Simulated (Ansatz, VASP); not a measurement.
CaO: changing the share of exact exchange

It takes space group Fm-3m (No. 225, cubic). The conventional cell has a = 4.807 Å, b = 4.807 Å, c = 4.807 Å, α = 90.00°, β = 90.00°, γ = 90.00°. Ca (site symmetry m-3m) is surrounded by 6 O at 2.40 Å. Around O (site symmetry m-3m) lie 6 Ca at 2.40 Å.

The cell is a database's computed one, not the measured one.

Kept alike: task single point; functional HSE(alpha, omega); k mesh 5 × 5 × 5; occupations fermi-dirac, width 0.05 eV; no spin polarisation. Program: Ansatz, PAW datasets made for the crystal, cutoff 340 eV. Screening held at 0.2 1/A. The mesh is that of the run's cell of 2 atoms. No spin-orbit coupling.

```csv
"share of exact exchange, α",pressure (GPa)
0.05,1.16
0.1,0.71
0.15,0.26
0.2,?
0.25,-0.64
0.3,-1.08
0.4,-1.97
0.5,-2.85
```

The k mesh is coarse, so the values aren't converged. Pressure is positive in compression, with a Pulay correction for the finite cutoff. The mesh is thin for exact exchange.

Problem. Fit the rows shown and predict the run at 0.2.

Solution. A least-squares line through the rows shown is pressure = -8.916 α + 1.599 (largest miss 0.010); at α = 0.2 it gives -0.18 GPa. The run gave: pressure -0.19 GPa.
